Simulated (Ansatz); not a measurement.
Crystal: Mn3Si.

```
Mn Si
1.0
     0.00000    2.86100    2.86100
     2.86100    0.00000    2.86100
     2.86100    2.86100    0.00000
Mn Si
3 1
Direct
  0.75000 0.75000 0.75000
  0.25000 0.25000 0.25000
  0.50000 0.50000 0.50000
  0.00000 0.00000 0.00000
```

Alike in all runs: program Ansatz 0.2.0; functional PBEsol; potentials or basis Ansatz PAW; cutoff 420 eV (not typed: the program's choice for these potentials); k mesh 8 × 8 × 8; occupations fermi-dirac, width 0.05 eV.

Starts and where they ended:

```csv
start,free energy over the lowest (meV/atom),net moment (μB),site or absolute moments (μB),gap
no spin polarisation,126.5,-,-,none (metal or under the smearing width)
"collinear spin, ferromagnetic start of up to 4 μB",0.0,1.01,"Mn -0.82, +2.56; Si +0.04",none (metal or under the smearing width)
"collinear spin, ferromagnetic start of up to 5.5 μB",0.0,1.01,"Mn -0.82, +2.56; Si +0.04",none (metal or under the smearing width)
"collinear spin, random start of up to 0.91 μB",0.0,1.01,"Mn -0.82, +2.56; Si +0.04",none (metal or under the smearing width)
"collinear spin, antiferromagnetic start of up to 4 μB",0.0,1.01,"Mn -0.82, +2.56; Si +0.04",none (metal or under the smearing width)
"collinear spin, ferrimagnetic start of up to 4 μB",0.0,1.01,"Mn -0.82, +2.56; Si +0.04",none (metal or under the smearing width)
```

Allowing spin polarisation gains 126 meV/atom. A still lower state may exist.

Caveats: the cell is far from rest, so the order of the states can change on relaxing; the starting moments weren't kept (some runs).
